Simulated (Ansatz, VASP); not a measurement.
**Al2Cu in VASP and in Ansatz**

File INCAR:

```
SYSTEM = Al2Cu
PREC = Accurate ; ENCUT = 520
EDIFF = 1E-7 ; ISMEAR = -1
SIGMA = 0.05 ; LREAL = .FALSE.
LASPH = .TRUE. ; NELM = 80
ALGO = Normal ; ISIF = 2
LWAVE = .FALSE. ; LCHARG = .FALSE.
GGA = PS ; NBANDS = 16
```

File KPOINTS:

```
regular mesh
0
G
  7 7 9
  0 0 0
```

POSCAR

```
Al2Cu
1.0
    4.1592037477      0.0000000000      0.0000000000
    0.0000000000      4.1592037477      0.0000000000
    0.0000000000      0.0000000000      2.9293609553
Cu Al
1 2
Direct
    0.0000000000      0.0000000000      0.0000000000
    0.0000000000      0.5000000000      0.5000000000
    0.5000000000      0.0000000000      0.5000000000
```

input.yaml

```yaml
crystal:
  lattice:
    - [4.1592037477, 0.0, 0.0]
    - [0.0, 4.1592037477, 0.0]
    - [0.0, 0.0, 2.9293609553]
  atoms:
    - { symbol: Cu, position: [0.0, 0.0, 0.0] }
    - { symbol: Al, position: [0.0, 0.5, 0.5] }
    - { symbol: Al, position: [0.5, 0.0, 0.5] }
hamiltonian:
  xc: pbesol
  pseudopotentials: { kind: paw }
kpoints:
  mp_grid: { grid: [7, 7, 9] }
scf:
  occupations: { method: fermi_dirac, width: 0.05 }
output:
  forces: true
  stress: true
  eigenvalues: true
```

Change from the starting cell: volume scaled by 1.04.

Alike in both runs: task single point; functional PBEsol; k mesh 7 × 7 × 9; occupations fermi-dirac, width 0.05 eV; no spin polarisation.

```csv
,VASP,Ansatz
version,VASP 6.6.1,Ansatz 0.2.0
potentials or method,"VASP PAW PBE potentials, release 64 (Cu, Al)",Ansatz PAW
plane-wave cutoff (eV),520,420
valence electrons in the cell,17,25
```

Ansatz gave:

| Property | Result |
| --- | --- |
| gap on the k mesh at the Fermi level (eV) | none |
| pressure (GPa) | -5.4 |
| largest component of the traceless stress (GPa) | 0.88 |

**Question.** Which values does VASP return?

**Answer.** gap on the k mesh at the Fermi level (eV): none; pressure (GPa): -5.3; largest component of the traceless stress (GPa): 0.88.

A gap of «none» marks a metal or a gap that the smearing closes. With one functional, cell and mesh, what is left measures potentials, basis and numerics. The two sets of potentials don't hold the same shells in valence.

Caveats: the PAW data sets were made with another functional, which shifts forces and pressure a little (VASP); the PAW data sets come from PBE, with cores solved anew for the run's functional, which leaves a small shift of forces and pressure (Ansatz).
